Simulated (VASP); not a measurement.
# MgTe (P6_3mc) in VASP: notebook

One crystal, MgTe, is run at these levels: PBEsol; tasks: single point, relaxation of cell and atoms.

Program: VASP 6.6.1. These are calculated values, not measurements. Logs are shortened: lines on timing, memory, paths and dates and some standing lists are left out, and cuts for length are marked.

## 1. The crystal as given

The structure is hexagonal, space group P6_3mc (No. 186). The conventional cell has a = 4.562 Å, b = 4.562 Å, c = 7.409 Å, α = 90.00°, β = 90.00°, γ = 120.00°. Around Mg (site symmetry 3m) lie 4 Te at 2.79 Å. Around Te (site symmetry 3m) lie 4 Mg at 2.79 Å.

The cell is a database's computed one.

## 2. Single point, PBEsol

File INCAR:

```
SYSTEM = MgTe
PREC = Accurate
ENCUT = 520
EDIFF = 1E-7
ISMEAR = 0
SIGMA = 0.02
LREAL = .False.
LASPH = .True.
NELM = 100
ALGO = Normal
ISIF = 2
LWAVE = .False.
LCHARG = .False.
GGA = PS
NBANDS = 16
```

File KPOINTS:

```
regular mesh
0
Gamma
  9 9 4
  0 0 0
```

File POSCAR:

```
MgTe
1.0
    4.5617935087      0.0000000000      0.0000000000
   -2.2808967544      3.9506290654      0.0000000000
    0.0000000000      0.0000000000      7.4093510546
Mg Te
2 2
Direct
    0.3333333333      0.6666666667      0.9965419982
    0.6666666667      0.3333333333      0.4965419982
    0.3333333333      0.6666666667      0.3734580018
    0.6666666667      0.3333333333      0.8734580018
```

Potentials or basis: VASP PAW PBE potentials, release 64 (Mg, Te).

Command:

```bash
> cat potpaw_PBE.64/Mg/POTCAR potpaw_PBE.64/Te/POTCAR > POTCAR
> mpirun -np 1 vasp_std > vasp.out
```

OUTCAR:

```text
SYSTEM = MgTe
   PREC = Accurate
   ENCUT = 520
   EDIFF = 1E-7
   ISMEAR = 0
   LREAL = .False.
   LASPH = .True.
   NELM = 100
   ISIF = 2
   GGA = PS

 ion  position               nearest neighbor table
   1  0.333  0.667  0.997-   4 2.79   4 2.79   4 2.79   3 2.79
   2  0.667  0.333  0.497-   3 2.79   3 2.79   3 2.79   4 2.79
   3  0.333  0.667  0.373-   2 2.79   2 2.79   2 2.79   1 2.79
   4  0.667  0.333  0.873-   1 2.79   1 2.79   1 2.79   2 2.79

  LATTYP: Found a hexagonal cell.
 ALAT       =     4.5617935087
 C/A-ratio  =     1.6242188605

  Lattice vectors:

 A1 = (   4.5617935087,   0.0000000000,   0.0000000000)
 A2 = (  -2.2808967544,   3.9506290654,   0.0000000000)
 A3 = (   0.0000000000,   0.0000000000,   7.4093510546)

Analysis of symmetry for initial positions (statically):
=====================================================================
 Subroutine PRICEL returns:
 Original cell was already a primitive cell.

 Routine SETGRP: Setting up the symmetry group for a
 hexagonal supercell.

 Subroutine GETGRP returns: Found 12 space group operations
 (whereof  6 operations were pure point group operations)
 out of a pool of 24 trial point group operations.

The static configuration has the point symmetry C_3v.
 The point group associated with its full space group is C_6v.

Analysis of symmetry for dynamics (positions and initial velocities):
=====================================================================
 Subroutine PRICEL returns:
 Original cell was already a primitive cell.

 Routine SETGRP: Setting up the symmetry group for a
 hexagonal supercell.

 Subroutine GETGRP returns: Found 12 space group operations
 (whereof  6 operations were pure point group operations)
 out of a pool of 24 trial point group operations.

The dynamic configuration has the point symmetry C_3v.
 The point group associated with its full space group is C_6v.

 Subroutine INISYM returns: Found 12 space group operations
 (whereof  6 operations are pure point group operations),
 and found     1 'primitive' translations

----------------------------------------------------------------------------------------

                                     Primitive cell

  volume of cell :     133.5310

  direct lattice vectors                    reciprocal lattice vectors
     4.561793509  0.000000000  0.000000000     0.219212027  0.126562123  0.000000000
[... 94 lines left out ...]
   IBRION =     -1    ionic relax: 0-MD 1-quasi-New 2-CG
   NFREE  =      0    steps in history (QN), initial steepest desc. (CG)
   ISIF   =      2    stress and relaxation
   ISYM   =      2    0-nonsym 1-usesym 2-fastsym
   POTIM  = 0.5000    time-step for ionic-motion
   TEBEG  =    0.0;   TEEND  =   0.0 temperature during run
   PSTRESS=    0.0 pullay stress
   NELECT =      16.0000    total number of electrons
   NUPDOWN=      -1.0000    fix difference up-down
   EMIN   =  10.00;   EMAX   =-10.00  energy-range for DOS
   EFERMI =   0.00;   METHOD = LEGACY
   ISMEAR =     0;   SIGMA  =   0.02  broadening in eV -4-tet -1-fermi 0-gaus
   EFERMI_NEDOS =   21; number of points for ismear=-14 and -15
   IALGO  =     38    algorithm
   IMIX   =      4    mixing-type and parameters
     AMIX     =   0.40;   BMIX     =  1.00
     AMIX_MAG =   1.60;   BMIX_MAG =  1.00
  volume/ion in A,a.u.               =      33.38       225.28
  Fermi-wavevector in a.u.,A,eV,Ry     =   0.807088  1.525175  8.862710  0.651391
  Thomas-Fermi vector in A             =   1.915642
   LORBIT       =      0    0 simple, 1 ext, 2 COOP (PROOUT), +10 PAW based schemes
   GGA     = PS    functional components
   LHFCALC =     F    Hartree Fock is set to
   AEXX    =    0.0000 exact exchange contribution
   IVDW    =     0    specifies the selected vdW correction
   LEPSILON=     F    determine dielectric tensor
   LRPA    =     F    only Hartree local field effects (RPA)
 non-spin polarized calculation
 Gauss-broadening in eV      SIGMA  =   0.02
  energy-cutoff  :      520.00
  volume of cell :      133.53
 maximum number of plane-waves:      3652
 NGX is ok and might be reduce to    36
   NGX = 17   NGY = 17   NGZ = 27

 number of electron      16.0000001 magnetization

 Free energy of the ion-electron system (eV)
  ---------------------------------------------------
  ext. energy  EPLUGINS =         0.00000000
  ---------------------------------------------------
  free energy    TOTEN  =       -13.79254757 eV

  energy without entropy =      -13.79254757  energy(sigma->0) =      -13.79254757

 E-fermi :   2.0076     XC(G=0):  -8.0341

 val. band max:        1.8929214672   @ k =   0.0000   0.0000   0.0000
 cond. band min:       4.2807373132   @ k =   0.0000   0.0000   0.0000
 fundamental gap:      2.3878158460
 Fermi energy:         2.0076064948

 k-point     1 :       0.0000    0.0000    0.0000
  band No.  band energies     occupation
      1      -8.3989      2.00000
      2      -7.7787      2.00000
      3      -1.4213      2.00000
      4       1.3776      2.00000
      5       1.3776      2.00000
      6       1.8714      2.00000
[... 433 lines left out ...]
      3      -0.9474      2.00000
      4      -0.9474      2.00000
      5      -0.4179      2.00000
      6       0.2868      2.00000
[... 8 lines left out ...]
     15       9.4852      0.00000
     16       9.7804      0.00000

 [... further k-points ...]

------------------------ aborting loop because EDIFF is reached ----------------------------------------

  FORCE on cell =-STRESS in cart. coord.  units (eV):
  Direction    XX          YY          ZZ          XY          YZ          ZX
  --------------------------------------------------------------------------------------
  -------------------------------------------------------------------------------------
  Total        0.0208352      0.0208352      0.0365297     -0.0000000      0.0000000      0.0000000
  in kB        0.2499925      0.2499925      0.4383032     -0.0000000      0.0000000      0.0000000
  external PRESSURE =       0.3127627 kB  Pullay stress =       0.0000000 kB

 VOLUME and BASIS-vectors are now :
 -----------------------------------------------------------------------------
  energy-cutoff  :      520.00
  volume of cell :      133.53
      direct lattice vectors                 reciprocal lattice vectors
     4.561793509  0.000000000  0.000000000     0.219212027  0.126562123  0.000000000
    -2.280896754  3.950629065  0.000000000     0.000000000  0.253124245  0.000000000
     0.000000000  0.000000000  7.409351055     0.000000000  0.000000000  0.134964586

 POSITION                                       TOTAL-FORCE (eV/Angst)
 -----------------------------------------------------------------------------------
     -0.00000      2.63375      7.38373         0.000000     -0.000000      0.000211
      2.28090      1.31688      3.67905        -0.000000     -0.000000      0.000211
     -0.00000      2.63375      2.76708         0.000000     -0.000000     -0.000211
      2.28090      1.31688      6.47176        -0.000000      0.000000     -0.000211
 -----------------------------------------------------------------------------------
    total drift:                               -0.000000     -0.000000     -0.000598

  FREE ENERGIE OF THE ION-ELECTRON SYSTEM (eV)
  ---------------------------------------------------
  free  energy   TOTEN  =       -13.7925475652 eV

  energy  without entropy=      -13.7925475652  energy(sigma->0) =      -13.79254757
```

OSZICAR:

```text
N       E                     dE             d eps       ncg     rms          rms(c)
DAV:   1     0.526698829159E+02    0.52670E+02   -0.52243E+03  1152   0.762E+02
DAV:   2    -0.965992897464E+01   -0.62330E+02   -0.57170E+02  1568   0.112E+02
DAV:   3    -0.141312087952E+02   -0.44713E+01   -0.44537E+01  1520   0.324E+01
DAV:   4    -0.142184209769E+02   -0.87212E-01   -0.87205E-01  1568   0.535E+00
DAV:   5    -0.142190056446E+02   -0.58467E-03   -0.58467E-03  1584   0.424E-01    0.387E+00
DAV:   6    -0.138563191189E+02    0.36269E+00   -0.38641E-01  1200   0.254E+00    0.253E+00
DAV:   7    -0.137912454337E+02    0.65074E-01   -0.27920E-01  1480   0.215E+00    0.118E+00
DAV:   8    -0.137925089550E+02   -0.12635E-02   -0.15385E-02  1224   0.601E-01    0.191E-01
DAV:   9    -0.137923831094E+02    0.12585E-03   -0.51741E-04  1520   0.132E-01    0.104E-01
DAV:  10    -0.137925522160E+02   -0.16911E-03   -0.22126E-04  1232   0.723E-02    0.165E-02
DAV:  11    -0.137925460451E+02    0.61709E-05   -0.28665E-05  1568   0.227E-02    0.114E-02
DAV:  12    -0.137925475085E+02   -0.14635E-05   -0.43869E-06  1224   0.102E-02    0.639E-03
DAV:  13    -0.137925475652E+02   -0.56729E-07   -0.49002E-07  1600   0.312E-03
   1 F= -.13792548E+02 E0= -.13792548E+02  d E =-.182640E-18
```

Run time: 32 s. Hardware: 1 thread of Intel Xeon 6975P-C (Granite Rapids), shared host; peak memory 0.28 GiB.

Results:

```
Free energy            : -13.7925 eV
Pressure               : 0.0 GPa
Band gap on the k mesh : 2.39 eV, direct
```

Levels at points of the mesh, in eV from the valence-band top:
```
           k point  band 6  band 7  band 8  band 9  band 10  band 11
(0.00, 0.00, 0.00)   -0.02   -0.02    0.00    2.39     2.91     5.23
(0.00, 0.00, 0.50)   -0.28   -0.28   -0.28    3.40     3.40     5.48
```

Caveat: the PAW data sets were made with another functional, which shifts forces and pressure a little; spin-orbit coupling is left out, which moves the levels of the heavy elements. A hybrid or GW would open this gap; PBEsol tends to underestimate it.

## 3. Relaxation of cell and atoms, PBEsol

This run uses another cell than the first one, of 33.93 Å³/atom, 1.016 times its volume.

File INCAR:

```
ALGO = Normal
EDIFF = 1E-6
EDIFFG = -0.002
ENCUT = 600
GGA = PS
IBRION = 2
ISIF = 3
ISMEAR = 0
LASPH = True
LCHARG = False
LREAL = False
LWAVE = False
NELM = 100
NSW = 100
PREC = Accurate
SIGMA = 0.02
```

File KPOINTS:

```
k-points
0
Gamma
  9 9 4
```

File POSCAR:

```
MgTe
1.0
    4.5902025400      0.0000000000      0.0000000000
   -2.2951012700      3.9752320100      0.0000000000
    0.0000000000      0.0000000000      7.4378057100
Mg Te
2 2
Direct
    0.3333333300      0.6666666700      0.9959911700
    0.6666666700      0.3333333300      0.4959911700
    0.3333333300      0.6666666700      0.3740088300
    0.6666666700      0.3333333300      0.8740088300
```

Potentials or basis: VASP PAW PBE potentials, release 64 (Mg, Te).

Command:

```bash
> cat potpaw_PBE.64/Mg/POTCAR potpaw_PBE.64/Te/POTCAR > POTCAR
> mpirun -np 1 vasp_std > vasp.out
```

Wall time 2.5 min (1 thread of Intel Xeon 6975P-C (Granite Rapids), shared host); peak memory 0.36 GiB.

The run converged. Its results:

- Free energy: -13.7929 eV
- Relaxed volume: 33.41 Å³/atom
- Relaxed cell: a = 4.562 Å, b = 4.562 Å, c = 7.414 Å, α = 90.00°, β = 90.00°, γ = 120.00°
- Space group after relaxing (to 0.05 Å): P6_3mc (No. 186)
- Energy gained by relaxing: 0.9 meV/atom
- Ionic steps: 10
- Pressure after relaxing: 0.0 GPa
- Band gap on the k mesh: 2.39 eV, direct

The path:
| step | energy change (eV) | largest force (eV/Å) | pressure (GPa) | volume (Å³) |
| --- | --- | --- | --- | --- |
| 1 | 0.0000 | 0.0187 | -0.55 | 135.72 |
| 2 | -0.0036 | 0.0109 | 0.05 | 133.46 |
| 3 | -0.0036 | 0.0115 | 0.01 | 133.63 |
| 4 | -0.0036 | 0.0117 | -0.01 | 133.67 |
| 5 | -0.0037 | 0.0089 | -0.01 | 133.67 |
| 6 | -0.0037 | 0.0009 | -0.01 | 133.68 |
| 7 | -0.0037 | 0.0157 | -0.01 | 133.70 |
| 8 | -0.0037 | 0.0047 | -0.01 | 133.69 |
| 9 | -0.0038 | 0.0017 | 0.00 | 133.65 |
| 10 | -0.0038 | 0.0002 | 0.01 | 133.62 |

Final structure:
```
Mg Te
1.0
     4.56179    0.00000    0.00000
    -2.28090    3.95063    0.00000
     0.00000    0.00000    7.41435
Mg Te
2 2
Direct
  0.33333 0.66667 0.99661
  0.66667 0.33333 0.49661
  0.33333 0.66667 0.37339
  0.66667 0.33333 0.87339
```

Levels at points of the mesh, in eV from the valence-band top:
| k point | band 5 | band 6 | band 7 | band 8 | band 9 | band 10 | band 11 | band 12 |
| --- | --- | --- | --- | --- | --- | --- | --- | --- |
| (0.00, 0.00, 0.00) | -0.51 | -0.02 | -0.02 | 0.00 | 2.39 | 2.91 | 5.23 | 5.23 |
| (0.00, 0.00, 0.50) | -0.28 | -0.28 | -0.28 | -0.28 | 3.40 | 3.40 | 5.48 | 5.48 |

Caveat: the PAW data sets were made with another functional, which shifts forces and pressure a little; spin-orbit coupling is left out, which moves the levels of the heavy elements. PBEsol gaps usually lie below the measured ones, often by a third to a half.

## 4. Single point, PBEsol

This run uses another cell than the first one, of 33.93 Å³/atom, 1.016 times its volume.

File INCAR:

```
SYSTEM = MgTe
PREC     = Accurate       ! precision mode
ENCUT    = 520            ! plane-wave cutoff, eV
EDIFF    = 1E-7           ! SCF threshold, eV
ISMEAR   = 0              ! smearing method
SIGMA    = 0.1            ! smearing width, eV
LREAL    = .False.        ! projectors in reciprocal space
LASPH    = .True.         ! aspherical terms in the spheres
NELM     = 100            ! most SCF steps
ALGO     = Fast           ! electronic algorithm
ISIF     = 2              ! what is computed and relaxed
LWAVE    = .False.        ! write WAVECAR
LCHARG   = .True.         ! write CHGCAR
GGA      = PS             ! functional
LELF     = .True.         ! ELF
LVHAR    = .True.       
NBANDS   = 16             ! bands
```

File KPOINTS:

```
regular mesh
0
Gamma
  6 6 4
  0 0 0
```

POSCAR is that of step 3.

Command:

```bash
> cat potpaw_PBE.64/Mg/POTCAR potpaw_PBE.64/Te/POTCAR > POTCAR
> mpirun -np 1 vasp_std > vasp.out
```

Run time: 26 s. Hardware: 1 thread of Intel Xeon 6975P-C (Granite Rapids), shared host; peak memory 0.25 GiB.

The run converged. Its results:

```yaml
Free_energy: -13.7872 eV
Pressure: -0.5 GPa
Largest_force: 0.019 eV/Å
Band_gap_on_the_k_mesh: 2.30 eV, direct
```

Forces in eV/Å, atoms in the order of the input:
```
Mg   0.000  0.000  0.019
Mg   0.000  0.000  0.019
Te   0.000  0.000 -0.019
Te   0.000  0.000 -0.019
```

Levels at points of the mesh, in eV from the valence-band top:
```csv
k point,band 4,band 5,band 6,band 7,band 8,band 9,band 10,band 11,band 12,band 13
"(0.00, 0.00, 0.00)",-0.53,-0.53,-0.04,-0.04,0.00,2.30,2.84,5.19,5.19,5.60
"(0.50, 0.00, 0.00)",-2.63,-1.98,-1.26,-1.02,-0.47,3.04,3.76,4.17,5.41,6.58
"(0.00, 0.00, 0.50)",-2.02,-0.30,-0.30,-0.30,-0.30,3.32,3.32,5.44,5.44,5.44
"(0.50, 0.00, 0.50)",-3.19,-0.91,-0.91,-0.90,-0.90,3.11,3.11,4.17,4.17,6.97
```

Caveat: the PAW data sets were made with another functional, which shifts forces and pressure a little; spin-orbit coupling is left out, which moves the levels of the heavy elements.

## 5. Summary

| task | cell | k mesh | cutoff (eV) | smearing | gap on the mesh (eV) | pressure (GPa) |
| --- | --- | --- | --- | --- | --- | --- |
| single point | P6_3mc, 33.38 Å³/atom | 9 × 9 × 4 | 520 | gaussian 0.02 eV | 2.39 | 0.0 |
| relaxation of cell and atoms | relaxed | 9 × 9 × 4 | 600 | gaussian 0.02 eV | 2.39 | 0.0 |
| single point | P6_3mc, 33.93 Å³/atom | 6 × 6 × 4 | 520 | gaussian 0.1 eV | 2.30 | -0.5 |

Alike in all rows: level PBEsol; potentials or basis VASP PAW PBE potentials, release 64 (Mg, Te); no spin polarisation.

Caveats: the PAW data sets were made with another functional, which shifts forces and pressure a little; spin-orbit coupling is left out, which moves the levels of the heavy elements.

Absolute energies hang on the potentials; compare differences alone.
